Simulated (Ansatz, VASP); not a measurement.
# Ti: VASP beside Ansatz

INCAR

```
SYSTEM = Ti
  PREC = Accurate
  ENCUT = 520
  EDIFF = 1E-6
  ISMEAR = 0
  SIGMA = 0.1
  LREAL = .False.
  LASPH = .True.
  NELM = 100
  ALGO = Normal
  ISIF = 2
  LWAVE = .False.
  LCHARG = .False.
  GGA = PE
  NBANDS = 19
```

File KPOINTS:

```
Automatic mesh
0
Gamma
  9 9 4
  0 0 0
```

File POSCAR:

```
Ti
1.0
    2.9357319200      0.0000000000      0.0000000000
   -1.4678659600      2.5424184200      0.0000000000
    0.0000000000      0.0000000000      4.6408561500
Ti
2
Direct
    0.3333333300      0.6666666700      0.2500000000
    0.6666666700      0.3333333300      0.7500000000
```

Input for Ansatz:

```yaml
crystal:
  lattice:
    - [2.93573192, 0.0, 0.0]
    - [-1.46786596, 2.54241842, 0.0]
    - [0.0, 0.0, 4.64085615]
  atoms:
    - { symbol: Ti, position: [0.33333333, 0.66666667, 0.25] }
    - { symbol: Ti, position: [0.66666667, 0.33333333, 0.75] }
basis:
  ecutwfc: 420
kpoints:
  mp_grid: { grid: [9, 9, 4] }
hamiltonian:
  xc: pbe
  pseudopotentials: { kind: paw, azcp: { folder: soft_1 } }
scf:
  occupations: { method: gaussian, width: 0.1 }
output:
  forces: true
  stress: true
  eigenvalues: true
```

Alike in both runs: task single point; functional PBE; k mesh 9 × 9 × 4; occupations gaussian, width 0.1 eV; no spin polarisation.

|  | VASP | Ansatz |
| --- | --- | --- |
| version | VASP 6.6.1 | Ansatz 0.2.0 |
| potentials or method | VASP PAW PBE potentials, release 64 (Ti_sv) | scalar-relativistic, plane waves, PAW |
| plane-wave cutoff (eV) | 520 | 420 |
| valence electrons in the cell | 24 | 24 |

```tsv
	VASP	Ansatz	Ansatz less VASP
gap on the k mesh at the Fermi level (eV)	none	none	-
pressure (GPa)	0.1	0.3	+0.21
largest component of the traceless stress (GPa)	0.49	0.49	+0.001
```

A gap of «none» marks a metal or a gap that the smearing closes.
